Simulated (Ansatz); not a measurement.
The system is ZrC.

```
Zr C
1.0
     3.39148    0.00000    0.00000
    -1.69574    2.93710    0.00000
     0.00000    0.00000    5.29005
Zr C
2 2
Direct
  0.66667 0.33333 0.75000
  0.33333 0.66667 0.25000
  0.00000 0.00000 0.50000
  0.00000 0.00000 0.00000
```

The cell comes from a database or a generator and needn't be the stable form of this composition.

Base run:

* Program: Ansatz 0.2.0
* Functional: revPBE
* Potentials or basis: Ansatz PAW
* Cutoff: 420 eV (not typed: the program's choice for these potentials)
* k mesh: 7 × 7 × 4
* Occupations: fermi-dirac, width 0.05 eV
* Spin: no spin polarisation

Its results: band gap on the k mesh none (metal or under the smearing width); pressure 0.0 GPa.

**Question.** After a change of settings the same cell gave: band gap on the k mesh none (metal or under the smearing width); pressure -11.8 GPa. Which change was it?
A. functional from revPBE to BLYP
B. functional from revPBE to LDA
C. functional from revPBE to PBE
D. functional from revPBE to r2SCAN; cutoff from 420 eV (not typed: the program's choice for these potentials) to 500 eV (not typed: the program's choice for these potentials)

**Answer.** B.

LDA binds more tightly than revPBE, so the same cell stands under less pressure.

Caveats: the PAW data sets come from PBE, with cores solved anew for the run's functional, which leaves a small shift of forces and pressure.
